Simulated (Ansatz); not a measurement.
# SnSe2 under changes of volume

One of the cells (25.726 Å³/atom); the others are scaled copies at fixed shape and fractional positions:

```
Sn Se
1.0
     3.81100    0.00000    0.00000
    -1.90550    3.30042    0.00000
     0.00000    0.00000    6.13600
Sn Se
1 2
Direct
  0.00000 0.00000 0.00000
  0.66667 0.33333 0.75100
  0.33333 0.66667 0.24900
```

```yaml
Program: Ansatz 0.2.0
Functional: PBEsol
Dispersion: D4
Potentials_or_basis: all-electron LAPW, scalar-relativistic
Cutoff: 282 eV (chosen from the basis error)
Basis_error_allowed: 0.0005 eV/atom
k_mesh: 8 × 8 × 5
Occupations: tetrahedron
Spin: collinear spin, ferromagnetic start
Starting_moments: "[1.0, 0.0, 0.0] μB"
Fixed_moment: 1 μB
```

```csv
volume (Å³/atom),energy over the lowest point (meV/atom),pressure (GPa),largest force (eV/Å)
24.182,76.76,9.1,1.898
24.697,50.83,7.1,1.656
25.212,30.93,5.3,1.430
25.726,?,?,?
26.241,6.74,2.3,1.027
26.755,1.42,1.0,0.846
27.270,0.00,-0.1,0.678
```

Question: What does the run at 25.726 Å³/atom give?

Answer: Energy over the lowest point 16.41 meV/atom; pressure 3.7 GPa; largest force 1.221 eV/Å.

Worked out: A Birch-Murnaghan fit of order 3 (a polynomial in V^(-2/3)) to the other rows has its minimum at 27.21 Å³/atom with B0 = V·E''(V) = 59 GPa and B' = 4.6 at fixed shape and positions, which overstates the stiffness. It gives 16.43 meV/atom at 25.726 Å³/atom, against the run's 16.41, and -dE/dV = 3.7 GPa, against 3.7.

Energies are extrapolated to zero smearing.

Caveats: the total moment is fixed, so each spin has its own Fermi level; with tetrahedron occupations forces and stress needn't match the slope of the energy; forces of over 1 eV/Å show positions far from the minimum, so gaps and moduli don't describe the material at rest (some runs).
